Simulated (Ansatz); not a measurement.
C: what symmetry allows forces and stress to be

```
C
1.0
     2.52184    0.00000    0.00000
    -1.26092    2.19410    0.01339
     0.00000    0.04251    7.05040
C
4
Direct
  0.97049 0.94098 0.00215
  0.00682 0.01365 0.51435
  0.38230 0.76459 0.99950
  0.64039 0.28078 0.49399
```

Computed with DFT PBE, scalar-relativistic, plane waves, PAW in Ansatz.

Plane waves to 420 eV, a k mesh through Γ of 16×16×6 on the computed 4-atom cell and Gaussian smearing (0.10 eV); no spin polarisation.

This distorted cell has space group Cm, with 2 operations.

Task: Without a calculation: in which directions can each atom feel a force?

Result: A force must be left unchanged by every operation that keeps its atom in place, so it lies in the space that those operations leave fixed. Atoms that the group maps onto each other feel forces of one size.
| atom | site symmetry | operations at the site | equivalent to atom | allowed force (Cartesian) |
| --- | --- | --- | --- | --- |
| C1 | m | 2 | 1 | in the plane normal to (1.00, 0.00, 0.00) |
| C2 | m | 2 | 2 | in the plane normal to (1.00, 0.00, 0.00) |
| C3 | m | 2 | 3 | in the plane normal to (1.00, 0.00, 0.00) |
| C4 | m | 2 | 4 | in the plane normal to (1.00, 0.00, 0.00) |

That leaves 8 independent force components of 12, tied by 2 conditions that the forces sum to zero, so 6 remain. A relaxation in this cell that keeps the symmetry moves the atoms in these directions alone.

Task: And the stress tensor?

Result: It must be invariant under the point group, which leaves 4 independent components: xz, xy vanish.

Task: Do the computed values obey this?

Result: Yes. Forces (eV/Å):
```
C1   0.000  6.741 -0.122
C2   0.000 -5.154 -2.184
C3   0.000 -6.746  0.132
C4   0.000  5.159  2.174
```

Stress (GPa, compression positive, xx yy zz yz xz xy): 7.07 -9.17 0.60 -2.60 0.00 0.00. The program imposes the same operations on density, forces and stress, so this confirms the analysis and is no independent test of the calculation.

The cell holds layers, and where no dispersion correction was added their binding is poorly described.